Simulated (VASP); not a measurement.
# MnS (Fm-3m) in VASP: further runs

The runs below take MnS through relaxation of cell and atoms, with PBE.

Program: VASP 6.6.1. These are calculated values, not measurements. Logs are shortened: lines on timing, memory, paths and dates and some standing lists are left out, and cuts for length are marked.

## 1. Starting point

The structure is cubic, space group Fm-3m (No. 225). The conventional cell has a = 5.095 Å, b = 5.095 Å, c = 5.095 Å, α = 90.00°, β = 90.00°, γ = 90.00°. Mn (site symmetry m-3m) has 6 S at 2.55 Å as nearest neighbours. S (site symmetry m-3m) is surrounded by 6 Mn at 2.55 Å.

## 2. Relaxation of cell and atoms, PBE, collinear spin, ferromagnetic start, target pressure 0.0001 GPa, at which the enthalpy is minimised

The input, INCAR:

```
SYSTEM = MnS
  ALGO = Fast
  EDIFF = 1E-7
  EDIFFG = -0.002
  ENCUT = 350
  GGA = PE
  IBRION = 2
  ISIF = 3
  ISMEAR = 0
  ISPIN = 2
  LASPH = .TRUE.
  LCHARG = .FALSE.
  LMAXMIX = 4
  LORBIT = 11
  LREAL = .FALSE.
  LWAVE = .FALSE.
  MAGMOM = 5 0
  NELM = 150
  NSW = 80
  PREC = Accurate
  PSTRESS = 0.001
  SIGMA = 0.1
```

The input, KPOINTS:

```
k-points
0
G
  14 14 14
  0 0 0
```

The input, POSCAR:

```
MnS                                     
1.0
    0.0000000000      2.5473506126      2.5473506126
    2.5473506126     -0.0000000000      2.5473506126
    2.5473506126      2.5473506126      0.0000000000
  Mn              S             
     1     1
Direct
     0.0000000000000000    0.0000000000000000    1.0000000000000000
     0.5000000000000000    0.5000000000000000    0.5000000000000000
```

Potentials or basis: VASP PAW PBE potentials, release 64 (Mn_pv, S).

Started as:

```sh
> cat potpaw_PBE.64/Mn_pv/POTCAR potpaw_PBE.64/S/POTCAR > POTCAR
> mpirun -np 1 vasp_std > vasp.out
```

OUTCAR:

```text
SYSTEM = MnS
   EDIFF = 1E-7
   EDIFFG = -0.002
   ENCUT = 350
   GGA = PE
   IBRION = 2
   ISIF = 3
   ISMEAR = 0
   ISPIN = 2
   LASPH = .TRUE.
   LORBIT = 11
   LREAL = .FALSE.
   NELM = 150
   NSW = 80
   PREC = Accurate
   PSTRESS = 0.001

 ion  position               nearest neighbor table
   1  0.000  0.000  0.000-   2 2.55   2 2.55   2 2.55   2 2.55   2 2.55   2 2.55
   2  0.500  0.500  0.500-   1 2.55   1 2.55   1 2.55   1 2.55   1 2.55   1 2.55

  LATTYP: Found a face centered cubic cell.
 ALAT       =     5.0947012252

  Lattice vectors:

 A1 = (   0.0000000000,   2.5473506126,   2.5473506126)
 A2 = (   2.5473506126,   0.0000000000,   2.5473506126)
 A3 = (   2.5473506126,   2.5473506126,   0.0000000000)

Analysis of symmetry for initial positions (statically):
=====================================================================
 Subroutine PRICEL returns:
 Original cell was already a primitive cell.

 Routine SETGRP: Setting up the symmetry group for a
 face centered cubic supercell.

 Subroutine GETGRP returns: Found 48 space group operations
 (whereof 48 operations were pure point group operations)
 out of a pool of 48 trial point group operations.

The static configuration has the point symmetry O_h .

Analysis of symmetry for dynamics (positions and initial velocities):
=====================================================================
 Subroutine PRICEL returns:
 Original cell was already a primitive cell.

 Routine SETGRP: Setting up the symmetry group for a
 face centered cubic supercell.

 Subroutine GETGRP returns: Found 48 space group operations
 (whereof 48 operations were pure point group operations)
 out of a pool of 48 trial point group operations.

The dynamic configuration has the point symmetry O_h .

Analysis of structural, dynamic, and magnetic symmetry:
=====================================================================
 Subroutine PRICEL returns:
 Original cell was already a primitive cell.

 Routine SETGRP: Setting up the symmetry group for a
 face centered cubic supercell.

 Subroutine GETGRP returns: Found 48 space group operations
 (whereof 48 operations were pure point group operations)
 out of a pool of 48 trial point group operations.

The overall configuration has the point symmetry O_h .

 Subroutine INISYM returns: Found 48 space group operations
 (whereof 48 operations are pure point group operations),
 and found     1 'primitive' translations

----------------------------------------------------------------------------------------

                                     Primitive cell

  volume of cell :      33.0595

  direct lattice vectors                    reciprocal lattice vectors
     0.000000000  2.547350613  2.547350613    -0.196282364  0.196282364  0.196282364
     2.547350613  0.000000000  2.547350613     0.196282364 -0.196282364  0.196282364
     2.547350613  2.547350613  0.000000000     0.196282364  0.196282364 -0.196282364

  length of vectors
     3.602497784  3.602497784  3.602497784     0.339971027  0.339971027  0.339971027

  position of ions in fractional coordinates (direct lattice)
     0.000000000  0.000000000  0.000000000
     0.500000000  0.500000000  0.500000000

  ion indices of the primitive-cell ions
   primitive index   ion index
                 1           1
                 2           2

----------------------------------------------------------------------------------------

 KPOINTS: k-points

Automatic generation of k-mesh.
 Grid dimensions read from file:
 generate k-points for:   14   14   14

 Generating k-lattice:

  Cartesian coordinates                     Fractional coordinates (reciprocal lattice)
    -0.014020169  0.014020169  0.014020169     0.071428571  0.000000000  0.000000000
     0.014020169 -0.014020169  0.014020169     0.000000000  0.071428571  0.000000000
     0.014020169  0.014020169 -0.014020169     0.000000000  0.000000000  0.071428571

  Length of vectors
     0.024283645  0.024283645  0.024283645

  Shift w.r.t. Gamma in fractional coordinates (k-lattice)
     0.000000000  0.000000000  0.000000000

 Subroutine IBZKPT returns following result:
 ===========================================

 Found    104 irreducible k-points:

 Following reciprocal coordinates:
            Coordinates               Weight
  0.000000  0.000000  0.000000      1.000000
  0.071429  0.000000  0.000000      8.000000
  0.142857  0.000000  0.000000      8.000000
  0.214286  0.000000  0.000000      8.000000
  0.285714  0.000000  0.000000      8.000000
[... 43 lines left out ...]
   NFREE  =      1    steps in history (QN), initial steepest desc. (CG)
   ISIF   =      3    stress and relaxation
   ISYM   =      2    0-nonsym 1-usesym 2-fastsym
   POTIM  = 0.5000    time-step for ionic-motion
   TEBEG  =    0.0;   TEEND  =   0.0 temperature during run
   PSTRESS=    0.0 pullay stress
   NELECT =      19.0000    total number of electrons
[... 49 lines left out ...]
  in kB       -2.0358705     -2.0358705     -2.0358705      0.0000000     -0.0000000      0.0000000
  external PRESSURE =      -2.0368705 kB  Pullay stress =       0.0010000 kB

 VOLUME and BASIS-vectors are now :
 -----------------------------------------------------------------------------
  energy-cutoff  :      350.00
  volume of cell :       33.06
      direct lattice vectors                 reciprocal lattice vectors
     0.000000000  2.547350613  2.547350613    -0.196282364  0.196282364  0.196282364
     2.547350613  0.000000000  2.547350613     0.196282364 -0.196282364  0.196282364
     2.547350613  2.547350613  0.000000000     0.196282364  0.196282364 -0.196282364

 POSITION                                       TOTAL-FORCE (eV/Angst)
 -----------------------------------------------------------------------------------
      0.00000      0.00000      0.00000         0.000000      0.000000     -0.000000
      2.54735      2.54735      2.54735        -0.000000     -0.000000      0.000000
 -----------------------------------------------------------------------------------
    total drift:                                0.000000     -0.000000     -0.000000

  FREE ENERGIE OF THE ION-ELECTRON SYSTEM (eV)
  ---------------------------------------------------
  free  energy   TOTEN  =       -14.0911427726 eV

  energy  without entropy=      -14.0864895428  energy(sigma->0) =      -14.08881616

  enthalpy is  TOTEN    =       -14.0911221385 eV   P V=        0.0000206341

--------------------------------------- Ionic step        2  -------------------------------------------

 number of electron      18.9999987 magnetization       4.4780449

 Free energy of the ion-electron system (eV)
  ---------------------------------------------------
  ext. energy  EPLUGINS =         0.00000000
  ---------------------------------------------------
  free energy    TOTEN  =       -14.09121099 eV

  energy without entropy =      -14.08668451  energy(sigma->0) =      -14.08894775

 E-fermi :   7.4780     XC(G=0): -10.9979

 val. band max:        7.4670816129   @ k =   0.0714   0.0714   0.0000
 cond. band min:       7.4898589042   @ k =   0.1429   0.0714   0.0000
 fundamental gap:      0.0227772913
 Fermi energy:         7.4779955296

 spin component 1

 k-point     1 :       0.0000    0.0000    0.0000
  band No.  band energies     occupation
      1     -43.1400      1.00000
      2     -43.1400      1.00000
      3     -43.1400      1.00000
      4      -7.6448      1.00000
      5       4.0584      1.00000
      6       4.0584      1.00000
[... 435 lines left out ...]
      5       1.8171      1.00000
      6       3.0191      1.00000
[... 8 lines left out ...]
     15      14.3862      0.00000
     16      15.7133      0.00000

 [... further k-points ...]

 spin component 2

 k-point     1 :       0.0000    0.0000    0.0000
  band No.  band energies     occupation
      1     -38.8005      1.00000
      2     -38.8005      1.00000
      3     -38.8005      1.00000
      4      -7.3694      1.00000
      5       5.6601      1.00000
      6       5.6601      1.00000
[... 435 lines left out ...]
      5       2.6411      1.00000
      6       4.2409      1.00000
[... 8 lines left out ...]
     15      15.3647      0.00000
     16      16.5342      0.00000

 [... further k-points ...]

------------------------ aborting loop because EDIFF is reached ----------------------------------------

  FORCE on cell =-STRESS in cart. coord.  units (eV):
  Direction    XX          YY          ZZ          XY          YZ          ZX
  --------------------------------------------------------------------------------------
  -------------------------------------------------------------------------------------
  Total       -0.0033843     -0.0033843     -0.0033843     -0.0000000      0.0000000      0.0000000
  in kB       -0.1645132     -0.1645132     -0.1645132     -0.0000000      0.0000000      0.0000000
  external PRESSURE =      -0.1655132 kB  Pullay stress =       0.0010000 kB

 VOLUME and BASIS-vectors are now :
 -----------------------------------------------------------------------------
  energy-cutoff  :      350.00
  volume of cell :       32.96
      direct lattice vectors                 reciprocal lattice vectors
     0.000000000  2.544768121  2.544768121    -0.196481556  0.196481556  0.196481556
     2.544768121 -0.000000000  2.544768121     0.196481556 -0.196481556  0.196481556
     2.544768121  2.544768121  0.000000000     0.196481556  0.196481556 -0.196481556

 POSITION                                       TOTAL-FORCE (eV/Angst)
 -----------------------------------------------------------------------------------
      2.54477      2.54477      5.08954         0.000000     -0.000000      0.000000
      2.54477      2.54477      2.54477        -0.000000      0.000000     -0.000000
 -----------------------------------------------------------------------------------
    total drift:                               -0.000000     -0.000000     -0.000000

  FREE ENERGIE OF THE ION-ELECTRON SYSTEM (eV)
  ---------------------------------------------------
  free  energy   TOTEN  =       -14.0912109874 eV

  energy  without entropy=      -14.0866845074  energy(sigma->0) =      -14.08894775

  enthalpy is  TOTEN    =       -14.0911904159 eV   P V=        0.0000205714

 reached required accuracy - stopping structural energy minimisation

 total charge

# of ion       s       p       d       tot
------------------------------------------
    1        0.227   6.183   4.963  11.374
    2        1.328   2.408   0.000   3.736
--------------------------------------------------
tot          1.556   8.591   4.963  15.110

 magnetization (x)

# of ion       s       p       d       tot
------------------------------------------
    1        0.053   0.042   3.994   4.088
    2        0.027   0.056   0.000   0.082
--------------------------------------------------
tot          0.079   0.097   3.994   4.170
```

It took 80 s on 1 thread of AMD EPYC 9R14 (Zen 4), shared host; peak memory 0.15 GiB.

Results:

```yaml
Free_energy: -14.0912 eV
Relaxed_volume: 16.48 Å³/atom
Relaxed_cell: a = 3.599 Å, b = 3.599 Å, c = 3.599 Å, α = 60.00°, β = 60.00°, γ = 60.00°
Space_group_after_relaxing_to_0.05_Å: Fm-3m (No. 225)
Energy_change_on_relaxing_the_enthalpy_is_what_falls: -0.0 meV/atom
Ionic_steps: 2
Pressure_after_relaxing: 0.0 GPa
Band_gap_on_the_k_mesh: none (metal or under the smearing width)
Net_moment: 4.48 μB per cell
Site_moments: Mn +4.09; S +0.08 μB
Valence_electrons_inside_the_program's_atomic_spheres: Mn 11.37; S 3.74
```

Final structure:
```
Mn S
1.0
     0.00000    2.54477    2.54477
     2.54477    0.00000    2.54477
     2.54477    2.54477    0.00000
Mn S
1 1
Cartesian
  2.5448 2.5448 5.0895
  2.5448 2.5448 2.5448
```

Caveat: the cell is relaxed towards a set pressure, so the enthalpy falls and the energy may rise; a cell with one magnetic atom can't hold antiferromagnetic order, which such compounds often take; semilocal functionals often make such compounds metallic where correlation or magnetic order opens a gap, which also shifts bond lengths.

## 3. Relaxation of cell and atoms, PBE, collinear spin, ferromagnetic start, target pressure 40 GPa, at which the enthalpy is minimised

This run uses another cell than the first one, of 12.02 Å³/atom, 0.727 times its volume.

INCAR, as its differences from that of step 2:

```diff
@@ -20,3 +20,3 @@
   PREC = Accurate
-  PSTRESS = 0.001
+  PSTRESS = 400
   SIGMA = 0.1
```

KPOINTS is that of step 2.

The input, POSCAR:

```
MnS                                     
1.0
    0.0000000000      2.2906445414      2.2906445414
    2.2906445414      0.0000000000      2.2906445414
    2.2906445414      2.2906445414      0.0000000000
  Mn              S             
     1     1
Direct
     0.0000000000000000    0.0000000000000000    0.0000000000000000
     0.5000000000000000    0.5000000000000000    0.5000000000000000
```

Potentials or basis: VASP PAW PBE potentials, release 64 (Mn_pv, S).

Started as:

```sh
> cat potpaw_PBE.64/Mn_pv/POTCAR potpaw_PBE.64/S/POTCAR > POTCAR
> mpirun -np 1 vasp_std > vasp.out
```

Wall time 1.8 min (1 thread of AMD EPYC 9R14 (Zen 4), shared host); peak memory 0.12 GiB.

The run converged. Its results:

| Quantity | Value |
| --- | --- |
| Free energy | -13.1755 eV |
| Relaxed volume | 11.51 Å³/atom |
| Relaxed cell | a = 3.193 Å, b = 3.193 Å, c = 3.193 Å, α = 60.00°, β = 60.00°, γ = 60.00° |
| Space group after relaxing (to 0.05 Å) | Fm-3m (No. 225) |
| Energy change on relaxing (the enthalpy is what falls) | +111.8 meV/atom |
| Ionic steps | 5 |
| Pressure after relaxing | 40.0 GPa |
| Band gap on the k mesh | none (metal or under the smearing width) |
| Net moment | 2.80 μB per cell |
| Site moments | Mn +2.66; S +0.04 μB |
| Valence electrons inside the program's atomic spheres | Mn 11.98; S 3.82 |

Step by step:
```
step  energy change (eV)  largest force (eV/Å)  pressure (GPa)  volume (Å³)
   1              0.0000                0.0000           30.01        24.04
   2              0.6647                0.0000           56.46        21.52
   3              0.2293                0.0000           40.24        22.99
   4              0.2236                0.0000           39.96        23.01
   5              0.2236                0.0000           40.02        23.01
```

Final structure:
```
Mn S
1.0
     0.00000    2.25751    2.25751
     2.25751    0.00000    2.25751
     2.25751    2.25751    0.00000
Mn S
1 1
Cartesian
  2.2575 2.2575 0.0000
  2.2575 2.2575 2.2575
```

Levels at points of the mesh, in eV from the Fermi level:
Spin up:
```csv
k point,band 8,band 9,band 10,band 11,band 12,band 13,band 14,band 15
"(0.00, 0.00, 0.00)",-3.08,-3.08,-1.91,-1.91,-1.91,6.53,10.30,10.30
"(0.50, 0.00, 0.00)",-1.99,-1.99,-1.31,3.06,3.06,3.41,6.17,6.17
"(0.50, 0.50, 0.00)",-4.49,-2.43,-1.67,-1.67,-0.40,2.83,6.98,14.85
```
Spin down:
| k point | band 5 | band 6 | band 7 | band 8 | band 9 | band 10 | band 11 | band 12 |
| --- | --- | --- | --- | --- | --- | --- | --- | --- |
| (0.00, 0.00, 0.00) | -1.77 | -1.77 | -1.77 | -1.29 | -1.29 | -1.29 | -1.23 | -1.23 |
| (0.50, 0.00, 0.00) | -9.39 | -5.38 | -5.38 | 0.67 | 0.67 | 1.24 | 3.59 | 4.60 |
| (0.50, 0.50, 0.00) | -8.09 | -4.28 | -4.28 | -3.31 | -0.43 | 1.15 | 1.15 | 1.50 |

Caveat: the cell is relaxed towards a set pressure, so the enthalpy falls and the energy may rise; a cell with one magnetic atom can't hold antiferromagnetic order, which such compounds often take; semilocal functionals often make such compounds metallic where correlation or magnetic order opens a gap, which also shifts bond lengths. With open d or f shells a metallic result of PBE can be an artefact of self-interaction; +U or a hybrid may open a gap.

## 4. Relaxation of cell and atoms, PBE, collinear spin, ferromagnetic start, target pressure 40 GPa, at which the enthalpy is minimised

This run uses another cell than the first one, of 11.51 Å³/atom, 0.696 times its volume.

INCAR is that of step 3.

KPOINTS is that of step 3.

The input, POSCAR:

```
MnS                                     
1.0
   -0.0000000000      2.2575138332      2.2575138332
    2.2575138332     -0.0000000000      2.2575138332
    2.2575138332      2.2575138332     -0.0000000000
  Mn              S             
     1     1
Direct
     0.0000000000000000    0.0000000000000000    1.0000000000000000
     0.5000000000000000    0.5000000000000000    0.5000000000000000
```

Started as:

```sh
> cat potpaw_PBE.64/Mn_pv/POTCAR potpaw_PBE.64/S/POTCAR > POTCAR
> mpirun -np 1 vasp_std > vasp.out
```

Wall time 69 s (1 thread of AMD EPYC 9R14 (Zen 4), shared host); peak memory 0.12 GiB.

The run converged. Its results:

* Free energy: -13.1759 eV
* Relaxed volume: 11.51 Å³/atom
* Relaxed cell: a = 3.193 Å, b = 3.193 Å, c = 3.193 Å, α = 60.00°, β = 60.00°, γ = 60.00°
* Space group after relaxing (to 0.05 Å): Fm-3m (No. 225)
* Energy change on relaxing (the enthalpy is what falls): -2.2 meV/atom
* Ionic steps: 4
* Pressure after relaxing: 40.0 GPa
* Band gap on the k mesh: none (metal or under the smearing width)
* Net moment: 2.81 μB per cell
* Site moments: Mn +2.66; S +0.04 μB
* Valence electrons inside the program's atomic spheres: Mn 11.98; S 3.82

The path:
```
step  energy change (eV)  largest force (eV/Å)  pressure (GPa)  volume (Å³)
   1              0.0000                0.0000           40.16        23.01
   2             -0.0096                0.0000           39.69        23.05
   3             -0.0039                0.0000           40.03        23.03
   4             -0.0044                0.0000           39.97        23.03
```

Final structure:
```yaml
crystal:
  lattice:
    - [0.00000, 2.25809, 2.25809]
    - [2.25809, 0.00000, 2.25809]
    - [2.25809, 2.25809, 0.00000]
  atoms:
    - { symbol: Mn, position: [0.00000, 0.00000, 0.00000] }
    - { symbol: S, position: [0.50000, 0.50000, 0.50000] }
```

Levels at points of the mesh, in eV from the Fermi level:
Spin up:
```
           k point  band 8  band 9  band 10  band 11  band 12  band 13  band 14  band 15
(0.00, 0.00, 0.00)   -3.08   -3.08    -1.91    -1.91    -1.91     6.52    10.29    10.29
(0.50, 0.00, 0.00)   -1.99   -1.99    -1.31     3.06     3.06     3.40     6.17     6.17
(0.50, 0.50, 0.00)   -4.49   -2.43    -1.67    -1.67    -0.40     2.82     6.97    14.84
```
Spin down:
| k point | band 6 | band 7 | band 8 | band 9 | band 10 | band 11 |
| --- | --- | --- | --- | --- | --- | --- |
| (0.00, 0.00, 0.00) | -1.77 | -1.77 | -1.29 | -1.29 | -1.29 | -1.22 |
| (0.50, 0.00, 0.00) | -5.38 | -5.38 | 0.67 | 0.67 | 1.24 | 3.59 |
| (0.50, 0.50, 0.00) | -4.28 | -4.28 | -3.31 | -0.42 | 1.15 | 1.15 |

Caveat: the cell is relaxed towards a set pressure, so the enthalpy falls and the energy may rise; a cell with one magnetic atom can't hold antiferromagnetic order, which such compounds often take; semilocal functionals often make such compounds metallic where correlation or magnetic order opens a gap, which also shifts bond lengths.
